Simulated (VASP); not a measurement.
CsH:

```
CELL_PARAMETERS angstrom
0.00000 3.18800 3.18800
3.18800 0.00000 3.18800
3.18800 3.18800 0.00000
ATOMIC_POSITIONS crystal
Cs 0.00000 0.00000 0.00000
H 0.50000 0.50000 0.50000
```

Base run:

```yaml
Program: VASP 6.6.1
Functional: PBE0
Potentials_or_basis: VASP PAW PBE potentials, release 64 (Cs_sv, H)
Cutoff: 520 eV
k_mesh: 6 × 6 × 6
Occupations: gaussian, width 0.02 eV
Spin: no spin polarisation
```

Its results: band gap on the k mesh 3.96 eV, direct; pressure 0.1 GPa.

**Question.** After a change of settings the same cell gave: band gap on the k mesh 3.27 eV, direct; pressure 0.1 GPa. Which change was it?
A. functional from PBE0 to HSE06
B. functional from PBE0 to HSE03
C. functional from PBE0 to r2SCAN-EpsX

**Answer.** A.

Caveats: the PAW data sets were made with another functional, which shifts forces and pressure a little; spin-orbit coupling is left out, which moves the levels of the heavy elements.
